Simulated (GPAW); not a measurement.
The system is CuO.

```xyz
4
Lattice="3.4221 0.0000 0.0000 0.0000 3.4221 0.0000 0.0000 0.0000 4.2605" Properties=species:S:1:pos:R:3 pbc="T T T"
Cu    0.0000    1.7110    0.0000
Cu    1.7110    0.0000    2.1302
O     0.0000    0.0000    1.0651
O     0.0000    0.0000    3.1953
```

Measurements of this composition are mostly on another form, of space group No. 15.

Base run:

```yaml
Program: GPAW 26.7.0
Functional: RPBE
Potentials_or_basis: the program's PAW data sets (release 1.2.1) made for this functional
Cutoff: 800 eV
Basis: pw
k_mesh: 6 × 6 × 5
Occupations: fermi-dirac, width 0.05 eV
Spin: no spin polarisation
```

Its results: pressure 3.0 GPa.

Q: The run is repeated on the same cell with these changes: functional from RPBE to revPBE. What comes out?

A: Pressure 1.8 GPa.

Caveats: with this Cu data set, volumes or pressures lay over 1.5 % or 2 GPa off other programs in two to four cells of ten; the run has no spin polarisation, though such a crystal can be magnetic.
